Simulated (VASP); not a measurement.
Al2O3:

```
Al O
1.0
     2.88432    0.00000    0.00000
    -1.44216    2.49790    0.00000
     0.00000    0.00000    9.33675
Al O
2 3
Direct
  0.00000 0.00000 0.85001
  0.00000 0.00000 0.14999
  0.33333 0.66667 0.77768
  0.66667 0.33333 0.00000
  0.33333 0.66667 0.22232
```

Measurements of this composition are mostly on another form, of space group No. 167.

```yaml
Program: VASP 6.6.1
Task: relaxation of cell and atoms
Functional: PBE
Potentials_or_basis: VASP PAW PBE potentials, release 64 (Al, O)
Cutoff: 600 eV
k_mesh: 8 × 8 × 3
Occupations: fermi-dirac, width 0.05 eV
Spin: no spin polarisation
```

At the start: pressure -0.1 GPa; volume 13.45 Å³/atom.

Task: How do energy, volume and symmetry change on relaxing?

Result: Over 29 steps the energy falls by 4.1 meV/atom and the volume is 11.38 Å³/atom (-15.4 %); space group P-6m2 (No. 187, to 0.05 Å).

The path:
```tsv
step	energy change (eV)	largest force (eV/Å)	pressure (GPa)	volume (Å³)
1	0.0000	0.0097	-0.11	67.27
2	-0.0001	0.0187	0.01	67.18
3	-0.0001	0.0244	0.04	67.15
4	-0.0002	0.0238	0.02	67.12
5	-0.0004	0.0284	-0.03	67.03
6	-0.0007	0.0428	-0.12	66.85
7	-0.0009	0.0720	-0.32	66.49
8	-0.0009	0.0727	-0.32	66.48
9	-0.0010	0.0741	-0.31	66.45
10	-0.0011	0.0764	-0.31	66.40
11	-0.0013	0.0812	-0.30	66.29
12	-0.0017	0.0913	-0.27	66.07
13	-0.0026	0.1118	-0.22	65.62
14	-0.0040	0.1538	-0.10	64.74
15	-0.0061	0.2472	0.23	62.97
16	-0.0028	0.4626	1.30	59.44
17	-0.0030	0.4624	1.30	59.36
18	-0.0035	0.4602	1.28	59.13
19	-0.0043	0.4570	1.26	58.66
20	-0.0052	0.4537	1.23	57.73
21	-0.0029	0.4561	1.32	55.86
22	-0.0044	0.4599	1.30	56.84
23	-0.0060	0.4281	1.15	56.86
24	-0.0104	0.3340	0.72	56.91
25	-0.0159	0.1452	-0.12	57.02
26	-0.0141	0.3161	-1.78	57.24
27	-0.0172	0.1333	-0.79	57.11
28	-0.0186	0.0983	-0.60	57.05
29	-0.0204	0.0053	-0.04	56.88
```

Final structure:
```
Al O
1.0
     2.88357    0.00000    0.00000
    -1.44178    2.49724    0.00000
     0.00000    0.00000    7.89924
Al O
2 3
Direct
  0.00000 0.00000 0.82270
  0.00000 0.00000 0.17730
  0.33333 0.66667 0.73712
  0.66667 0.33333 0.00000
  0.33333 0.66667 0.26288
```

Caveat: the volume moved by over 15 % at a fixed basis, so the end points are rough.
